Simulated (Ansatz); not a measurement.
# Optical response of GaP, part 2 of 2

Wanted: where GaP starts to absorb, how strongly, and its refractive index.

Ansatz 0.2.0; DFT, PBE, plane-wave PAW, default files, scalar-relativistic, independent-particle optical response without local fields.

So far, gap on the path (eV): step 2 (ground state and bands) 1.59.

## (3) Spectrum (continued)

The Im ε, any direction has structure finer than the step of the table below, so its rows give means over 1 eV, whole bins alone (the curve runs from 0 to 20 eV). Peaks (eV: height): 4.5: 41.8.

The Im ε, any direction by photon energy; means over each step:

photon energy (eV), Im ε, any direction and a bar:
```
        1        0.0 
        2        0.6 #
        3        9.9 ###############
        4       19.8 ##############################
        5       17.8 ###########################
        6       10.1 ###############
        7        4.7 #######
        8        2.7 ####
        9        2.2 ###
       10        1.4 ##
       11        0.9 #
       12        0.6 #
       13        0.4 #
       14        0.3 
       15        0.2 
       16        0.2 
       17        0.2 
       18        0.2 
       19        0.2
```

Table of Re ε, any direction by photon energy:

```tsv
photon energy (eV)	Re ε, any direction
0	10.9
1	11.5
2	14.7
3	16.4
4	16.9
5	-7.06
6	-7.76
7	-5.44
8	-3.52
9	-2.86
10	-2.15
11	-1.59
12	-1.09
13	-0.756
14	-0.438
15	-0.235
16	0.0252
17	0.185
18	0.238
19	0.328
20	0.401
```

The refractive index n and extinction k by photon energy:

```tsv
photon energy (eV)	n	k
0.0	3.30	0
0.5	3.32	0
1.0	3.40	0
1.5	3.55	0
2.0	3.84	0.0829
2.5	4.30	0.205
3.0	4.34	1.57
3.5	4.00	1.37
4.0	4.57	1.99
4.5	4.58	4.56
5.0	2.10	3.38
5.5	2.03	2.86
6.0	1.56	3.19
6.5	1.18	2.78
7.0	0.912	2.50
7.5	0.752	2.23
8.0	0.659	1.99
8.5	0.753	1.76
9.0	0.594	1.79
9.5	0.497	1.60
10.0	0.487	1.55
10.5	0.392	1.41
11.0	0.345	1.31
11.5	0.305	1.19
12.0	0.274	1.08
12.5	0.280	0.990
13.0	0.236	0.901
13.5	0.227	0.792
14.0	0.229	0.700
14.5	0.217	0.622
15.0	0.216	0.531
15.5	0.238	0.380
16.0	0.327	0.286
16.5	0.419	0.253
17.0	0.487	0.229
17.5	0.479	0.254
18.0	0.516	0.167
18.5	0.586	0.173
19.0	0.615	0.225
19.5	0.597	0.157
20.0	0.653	0.160
```

Table of loss function −Im 1/ε at q → 0, any direction by energy loss; read off at these points:

energy loss (eV), loss function −Im 1/ε at q → 0, any direction and a bar:
```
     1.50       0.00 
     2.00       0.00 
     2.50       0.01 
     3.00       0.03 
     3.50       0.03 
     4.00       0.03 
     4.50       0.02 
     5.00       0.06 
     5.50       0.08 
     6.00       0.06 
     6.50       0.08 
     7.00       0.09 #
     7.50       0.11 #
     8.00       0.14 #
     8.50       0.20 #
     9.00       0.17 #
     9.50       0.20 #
    10.00       0.22 #
    10.50       0.24 #
    11.00       0.27 ##
    11.50       0.32 ##
    12.00       0.39 ##
    12.50       0.49 ###
    13.00       0.57 ###
    13.50       0.78 ####
    14.00       1.09 ######
    14.50       1.43 ########
    15.00       2.13 ############
    15.50       4.47 #########################
    15.80       5.34 ##############################
    16.00       5.24 #############################
    16.50       3.69 #####################
    17.00       2.66 ###############
    17.50       2.81 ################
    18.00       1.99 ###########
    18.50       1.45 ########
    19.00       1.50 ########
    19.15       1.65 #########
    19.50       1.29 #######
    20.00       1.02 ######
```

Values under 1 per cm are given as 1. Table of absorption coefficient, any direction by photon energy:

```tsv
photon energy (eV)	absorption coefficient, any direction (1/cm)
0.000	1
0.500	1
1.000	1
1.500	1
2.000	16812
2.500	51970
3.000	4.8e5
3.500	4.9e5
4.000	8.1e5
4.500	2.1e6
5.000	1.7e6
5.500	1.6e6
6.000	1.9e6
6.500	1.8e6
7.000	1.8e6
7.500	1.7e6
8.000	1.6e6
8.500	1.5e6
9.000	1.6e6
9.500	1.5e6
10.000	1.6e6
10.500	1.5e6
11.000	1.5e6
11.500	1.4e6
12.000	1.3e6
12.500	1.3e6
13.000	1.2e6
13.500	1.1e6
14.000	9.9e5
14.500	9.1e5
15.000	8.1e5
15.500	6.0e5
16.000	4.6e5
16.500	4.2e5
17.000	3.9e5
17.500	4.5e5
18.000	3.0e5
18.500	3.2e5
19.000	4.3e5
19.500	3.1e5
20.000	3.2e5
```

At chosen wavelengths:

```tsv
wavelength (nm)	n	k	R (%)	1/α
1064	3.44	0.000	30.2	over 1 mm
633	3.82	0.071	34.2	713 nm
532	4.08	0.156	36.8	272 nm
450	4.99	0.743	45.2	48 nm
308	4.57	2.030	48.0	12 nm
248	2.10	3.386	60.2	5.8 nm
193	1.22	2.819	62.2	5.4 nm
```

Rows near the edge hang on the gap, which this functional as a rule makes too small, and phonon-assisted absorption is left out.

A film 1 µm thick would pass 3 % of daylight and look orange, dark in transmission (x = 0.603, y = 0.392). A larger true gap would move the edge to shorter wavelengths and change the colour.

The f-sum over the summed bands holds 8.7 of the cell's 18 electrons outside the frozen cores, 10 of which lie in bands more than 12 eV below the Fermi level, whose transitions come at higher energies. Up to 20 eV the strength has a mean oscillator energy of 5.1 eV, close to the main peak.

## (4) Outcome

```yaml
gap_on_the_path: 1.59 eV
least_direct_gap_on_the_path: 1.83 eV
electronic_dielectric_constant_eps_infinity_mean_over_x_y_and_z_by_symmetry_where_fewer_were_run_independent_particles: 10.9
absorption_onset_first_axis_alpha_over_1e4_cm_minus1_or_the_direct_gap_if_that_lies_higher: 1.90 eV
main_peak_of_im_epsilon_first_axis: 4.48 eV
centre_of_weight_of_the_strongest_loss_peak_in_the_window_first_axis: 16.0 eV
photocurrent_from_vertical_transitions_in_a_film_500_nm_thick_on_a_perfect_mirror_two_passes_am1p5g_no_front_reflection_all_carriers_collected: 16.7 mA/cm²
```

**Reading.** At this level (PBE, independent particles) GaP has ε∞ = 10.9 and n = 3.36 at 1550 nm; absorption sets in near 1.9 eV, and Im ε peaks at 4.5 eV. The gap is indirect (1.59 eV), so absorption without phonons can begin only at the direct gap of 1.83 eV. The absorption coefficient passes 10⁴ cm⁻¹ at 1.90 eV, inside the visible range. The strongest loss structure up to 20 eV has its centre of weight at 16.0 eV; a free-electron gas of the 8.7 electrons in the f-sum would put its plasmon at 17.2 eV. Distinct maxima of Im ε, read by a parabola through the highest points, lie at 2.92 eV (14), 4.48 eV (42) and 5.78 eV (14). The f-sum over the summed bands holds 8.7 of the cell's 18 electrons outside the frozen cores, 10 of which lie in bands more than 12 eV below the Fermi level, whose transitions come at higher energies. Up to 20 eV the strength has a mean oscillator energy of 5.1 eV, close to the main peak. A film 1 µm thick would pass 3 % of daylight and look orange, dark in transmission (x = 0.603, y = 0.392). A larger true gap would move the edge to shorter wavelengths and change the colour. Excitons and phonon-assisted transitions are missing, and so are local fields; PBE gaps are as a rule too small, which pulls the onset down and ε∞ up. In the base run ε includes the program's bounded estimate of what the bands above those summed add.

[Logs are printed without paths, hosts, clocks, repeated set-up lines and the standing remarks that a program may print on its own settings, such as how far it seeks lower states.]

[Hosts, paths, dates, database ids (printed as entryN), source tags and the programs' standing remarks are cut or masked in the printed files.]
